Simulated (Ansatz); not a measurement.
## Straining Ni₂Ge

All numbers below come from DFT PBEsol, scalar-relativistic, plane waves, PAW in Ansatz 0.2.0. (420 eV cutoff, 12×12×8 k-mesh, Gaussian smearing of 0.10 eV, no spin polarisation)

Starting point, cell and atoms relaxed:

```
Ni Ge
1.0
     3.97196    0.00000    0.00000
    -1.98598    3.43982    0.00000
     0.00000    0.00000    5.01406
Ni Ge
4 2
Direct
  0.66667 0.33333 0.25000
  0.33333 0.66667 0.75000
  0.00000 0.00000 0.00000
  0.00000 0.00000 0.50000
  0.66667 0.33333 0.75000
  0.33333 0.66667 0.25000
```

Deformation: all cell vectors scaled alike, the atoms relaxed, all within the symmetry that the strain leaves. Energies are extrapolated to zero smearing.

| strain (%) | ΔE (meV/atom) | a (Å) | b (Å) | c (Å) |
| --- | --- | --- | --- | --- |
| -3.0 | 65.7 | 3.853 | 3.853 | 4.864 |
| -2.0 | 28.1 | 3.893 | 3.893 | 4.914 |
| -1.0 | 6.7 | 3.932 | 3.932 | 4.964 |
| +0.0 | 0.0 | 3.972 | 3.972 | 5.014 |
| +1.0 | 6.3 | 4.012 | 4.012 | 5.064 |
| +2.0 | 24.3 | 4.051 | 4.051 | 5.114 |
| +3.0 | 52.6 | 4.091 | 4.091 | 5.164 |

(1) What stiffness (1/V) d²E/dε² at zero strain does a cubic fit over all points give?

## Answers

(1) A cubic fit gives (1/V) d²E/dε² = 1845 GPa at zero strain (nine times the bulk modulus at fixed shape).